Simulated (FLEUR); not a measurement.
## MgSe under changes of volume

One of the cells (20.246 Å³/atom); the others are scaled copies at fixed shape and fractional positions:

```xyz
2
Lattice="0.0000 2.7255 2.7255 2.7255 0.0000 2.7255 2.7255 2.7255 0.0000" Properties=species:S:1:pos:R:3 pbc="T T T"
Se    2.7255    2.7255    2.7255
Mg    0.0000    0.0000    0.0000
```

| Property | Result |
| --- | --- |
| Program | FLEUR MaX-R8.1 (later development tree) |
| Functional | AM05 |
| Potentials or basis | all-electron |
| Basis | FLAPW |
| Kmax | 4.52 1/bohr |
| k mesh | 8 × 8 × 8 |
| Occupations | fermi-dirac, width 0.05 eV |
| Spin | no spin polarisation |

```csv
volume (Å³/atom),energy over the lowest point (meV/atom),gap on the mesh (eV)
19.031,18.33,1.91
19.436,8.31,1.88
20.246,0.00,1.81
21.056,4.71,1.75
21.461,?,?
```

Question: What does the run at 21.461 Å³/atom give?

Answer: Energy over the lowest point 11.02 meV/atom; gap on the mesh 1.72 eV.

Worked out: A Birch-Murnaghan fit of order 2 (a polynomial in V^(-2/3)) to the other rows has its minimum at 20.33 Å³/atom with B0 = V·E''(V) = 63 GPa. It gives 11.24 meV/atom at 21.461 Å³/atom, against the run's 11.02. A straight line through the other rows of the gap, of slope -1.6 eV per unit of ln V, extrapolates to 1.72 eV, against the run's 1.72.

Energies are extrapolated to zero smearing.

A mesh can miss the band edges. Spin-orbit coupling on Se is left out.
